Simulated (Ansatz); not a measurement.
# CoSi (CsCl type): the cost of one run

Computed with Ansatz 0.2.0 (DFT, PBE, PAW with Ansatz's default frozen-core files, scalar-relativistic, unless a step's input says otherwise).

**1. Starting point**

Symmetry: Pm-3m, No. 221, cubic system. Conventional cell: a = 2.714 Å, b = 2.714 Å, c = 2.714 Å, α = 90.00°, β = 90.00°, γ = 90.00°. Co (site symmetry m-3m) has 8 Si at 2.35 Å as nearest neighbours. Around Si (site symmetry m-3m) lie 8 Co at 2.35 Å.

Structure file:

```
Co Si
1.0
     2.71442    0.00000    0.00000
     0.00000    2.71442    0.00000
     0.00000    0.00000    2.71442
Co Si
1 1
Direct
  0.00000 0.00000 0.00000
  0.50000 0.50000 0.50000
```

Whether this phase is the stable one at these pressures isn't tested.

Atoms are numbered in the order of the input: Co1, Si2.

**2. Cell relaxed at zero pressure, PAW**

Input file input.yaml:

```yaml
crystal:
  lattice:
    - [2.7144176166, 0.0, 0.0]
    - [0.0, 2.7144176166, 0.0]
    - [0.0, 0.0, 2.7144176166]
  atoms:
    - { symbol: Co, position: [0.0, 0.0, 0.0] }
    - { symbol: Si, position: [0.5, 0.5, 0.5] }
kpoints:
  mp_grid: { grid: [14, 14, 14] }
scf:
  occupations: { method: fermi_dirac, width: 0.1 }
hamiltonian:
  xc: pbe
  pseudopotentials: { kind: paw }
output:
  forces: true
  stress: true
  write_density: true
  write_potential: true
  elf: true
  volumetric_format: npy
relax:
  f_tol: 0.005
  max_steps: 40
  cell: {}
```

Started as:

```sh
$ ansatz run input.yaml --threads 1 --pin off --max-ram 2048MiB --backend cpu --events-out ev --progress --plain --runs-dir out
```

Q: Estimate wall time and peak memory on 1 thread of Arm Neoverse V1, shared host.

About 18 s, with a peak of 0.34 GiB.
